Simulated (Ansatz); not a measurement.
Calculated with Ansatz (gas phase, PBE0-D4/def2-TZVP geometries, no zero-point term in ΔE). CBS: MP2 limit from def2 TZ/QZ plus the TZ coupled-cluster correction, frozen cores. Functionals use def2-TZVPP. HSE06 is defined as in plane-wave codes. Each species was taken in one conformer, which may not be the lowest.

Consider the formal exchange of groups at a C–C bond: `CBC(C)C` + `C=CCC` → `C=CCCC` + `CBCC`.

**Question.** Is it downhill or uphill in electronic energy at CCSD(T)/CBS, and by how much? (An estimate is asked.)

**Answer.** Ansatz gave: Downhill: ΔE = -1.3 kcal/mol.

**Question.** What do these levels give: B97M-V, r2SCANh-D4, B2PLYP, r2SCAN0, HSE06, MP2/def2-SVP, CCSD/def2-SVP, CCSD(T)/def2-SVP, MP2/def2-TZVPP, CCSD(T)/def2-TZVPP, HF/CBS(def2), MP2/CBS(def2)? (An estimate is asked.)

**Answer.** Computed: B97M-V -1.7, r2SCANh-D4 -1.6, B2PLYP -1.7, r2SCAN0 -1.7, HSE06 -1.9, MP2/def2-SVP -1.2, CCSD/def2-SVP -1.4, CCSD(T)/def2-SVP -1.2, MP2/def2-TZVPP -1.0, CCSD(T)/def2-TZVPP -1.2, HF/CBS(def2) -2.3, MP2/CBS(def2) -1.1 kcal/mol.

Largest T1 diagnostic among the species: 0.010.

In def2-TZVPP, CCSD(T) changes the Hartree–Fock value by +1.1 kcal/mol (the triples alone add +0.2 kcal/mol) and MP2 by +1.3 kcal/mol. Leaving LDA and LC-ωPBE aside and taking each functional with its dispersion term where it has one, the values, not all of them listed here, spread over 0.5 kcal/mol, from B97M-V to revPBE-D4.
